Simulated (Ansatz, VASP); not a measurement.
**InAs in VASP and in Ansatz**

```
In As
1.0
     0.00000    2.87730    2.87730
     2.87730    0.00000    2.87730
     2.87730    2.87730    0.00000
In As
1 1
Direct
  0.50000 0.50000 0.50000
  0.00000 0.00000 0.00000
```

Measurements of this composition are mostly on another form, of space group No. 216.

Alike in both runs: task single point; functional PBE; k mesh 8 × 8 × 8; occupations gaussian, width 0.012 eV; no spin polarisation.

|  | VASP | Ansatz |
| --- | --- | --- |
| version | VASP 6.6.1 | Ansatz 0.2.0 |
| potentials or method | VASP PAW PBE potentials, release 64 (In_d, As) | Ansatz PAW |
| plane-wave cutoff (eV) | 520 | 420 |
| valence electrons in the cell | 18 | 28 |

|  | VASP | Ansatz | Ansatz less VASP |
| --- | --- | --- | --- |
| gap on the k mesh at the Fermi level (eV) | none | none | - |
| pressure (GPa) | 0.0 | 0.0 | -0.06 |

A gap of «none» marks a metal or a gap that the smearing closes. The two sets of potentials don't hold the same shells in valence.
